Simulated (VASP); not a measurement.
GaAs: work function with PBEsol

GaAs, a slab with vacuum:

```
Ga As
1.0
     5.65370    0.00000    0.00000
     0.00000    3.99777    0.00000
     0.00000    0.00000   19.99777
Ga As
3 3
Direct
  0.53754 0.50000 0.41879
  0.95122 0.00000 0.50000
  0.53754 0.50000 0.58121
  0.75575 0.00000 0.38771
  0.21219 0.50000 0.50000
  0.75575 0.00000 0.61229
```

| Item | Value |
| --- | --- |
| Program | VASP 6.6.1 |
| Task | work function |
| Functional | PBEsol |
| Potentials or basis | VASP PAW PBE potentials, release 64 (Ga_d, As) |
| Cutoff | 520 eV |
| k mesh | 4 × 6 × 1 |
| Occupations | gaussian, width 0.05 eV |
| Spin | no spin polarisation |
| Dipole correction | yes |
| Further INCAR settings | ALGO = Fast; EDIFF = 1e-07 |

```
Largest force                          : 0.005 eV/Å
Band gap on the k mesh                 : 0.13 eV, indirect (least direct gap 0.86 eV)
Ionisation potential of the upper face : 4.99 eV
```

Forces in eV/Å, atoms in the order of the input:
```
Ga   0.000  0.000  0.001
Ga   0.001  0.000  0.000
Ga   0.000  0.000 -0.001
As   0.000  0.000  0.005
As   0.000  0.000  0.000
As   0.000  0.000 -0.005
```

Levels at points of the mesh, in eV from the valence-band top:
```csv
k point,band 24,band 25,band 26,band 27,band 28,band 29,band 30,band 31
"(0.00, 0.00, 0.00)",-1.08,-0.96,-0.89,0.00,1.19,1.54,2.50,2.66
"(0.50, 0.00, 0.00)",-1.09,-1.07,-0.85,-0.40,0.70,1.72,2.32,3.27
"(0.00, 0.50, 0.00)",-1.91,-1.58,-1.55,-0.73,0.13,1.77,2.69,2.84
"(0.50, 0.50, 0.00)",-2.58,-1.97,-0.68,-0.65,0.70,2.58,3.06,3.13
```

Run time: 100 s on 8 MPI ranks on Intel(R) Xeon(R) Platinum 8259CL CPU @ 2.50GHz (Skylake/Cascade Lake) (shared host), peak memory 0.55 GiB a rank.

Caveat: the PAW data sets were made with another functional, which shifts forces and pressure a little.
